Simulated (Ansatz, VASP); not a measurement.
## One calculation of Mo, two programs

```
Mo
1.0
    -1.55638    1.55638    1.55638
     1.55638   -1.55638    1.55638
     1.55638    1.55638   -1.55638
Mo
1
Direct
  0.00000 0.00000 0.00000
```

Alike in both runs: functional LDA; k mesh 8 × 8 × 8; occupations gaussian, width 0.1 eV; no spin polarisation.

Ansatz relaxed the structure, and its values are those at the end. VASP's run is a single point on that final structure, the one shown.

```csv
,VASP,Ansatz
version,VASP 6.6.1,Ansatz 0.2.0
potentials or method,"VASP PAW LDA potentials, release 64 (Mo_sv)","scalar-relativistic, plane waves, PAW"
plane-wave cutoff (eV),520,420
valence electrons in the cell,14,14
```

|  | VASP | Ansatz | Ansatz less VASP |
| --- | --- | --- | --- |
| gap on the k mesh at the Fermi level (eV) | none | none | - |
| pressure (GPa) | 1.2 | 0.0 | -1.16 |

A gap of «none» marks a metal or a gap that the smearing closes.
